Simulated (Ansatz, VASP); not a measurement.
One calculation of HfC, two programs

Contents of INCAR:

```
SYSTEM = HfC
  PREC = Accurate
  ENCUT = 520
  EDIFF = 1E-6
  ISMEAR = -1
  SIGMA = 0.05
  LREAL = .FALSE.
  LASPH = .TRUE.
  NELM = 100
  ALGO = Normal
  ISIF = 2
  LWAVE = .FALSE.
  LCHARG = .FALSE.
  NBANDS = 14
```

Contents of KPOINTS:

```
regular mesh
0
G
  10 10 10
  0 0 0
```

POSCAR

```
HfC
1.0
    0.0000000000      2.3555956139      2.3555956139
    2.3555956139      0.0000000000      2.3555956139
    2.3555956139      2.3555956139      0.0000000000
Hf C
1 1
Direct
    0.5000000000      0.5000000000      0.5000000000
    0.0000000000      0.0000000000      0.0000000000
```

The input input.yaml:

```yaml
crystal:
  lattice:
    - [0.0, 2.3555956139, 2.3555956139]
    - [2.3555956139, 0.0, 2.3555956139]
    - [2.3555956139, 2.3555956139, 0.0]
  atoms:
    - { symbol: Hf, position: [0.5, 0.5, 0.5] }
    - { symbol: C, position: [0.0, 0.0, 0.0] }
kpoints:
  mp_grid: { grid: [10, 10, 10] }
scf:
  occupations: { method: fermi_dirac, width: 0.05 }
hamiltonian:
  xc: lda
  pseudopotentials: { kind: all_electron, lapw: { basis_error: 0.001 } }
output:
  forces: true
  stress: true
  eigenvalues: true
```

Change from the starting cell: volume scaled by 1.04.

Alike in both runs: task single point; functional LDA; k mesh 10 × 10 × 10; occupations fermi-dirac, width 0.05 eV; no spin polarisation.

|  | VASP | Ansatz |
| --- | --- | --- |
| version | VASP 6.6.1 | Ansatz 0.2.0 |
| potentials or method | VASP PAW LDA potentials, release 64 (Hf_pv, C) | all-electron LAPW, scalar-relativistic |
| plane-wave cutoff (eV) | 520 | see its input |

```tsv
	VASP	Ansatz	Ansatz less VASP
gap on the k mesh at the Fermi level (eV)	none	none	-
pressure (GPa)	-19.5	-19.5	-0.02
```

A gap of «none» marks a metal or a gap that the smearing closes. Ansatz ran all-electron here, so the differences hold the error of VASP's frozen core and of both bases.

Caveats: so large a pressure means that the cell lies far from this level's equilibrium, or that cutoff or potentials fall short (VASP). The runs have no spin-orbit coupling, so splittings on Hf are missing.
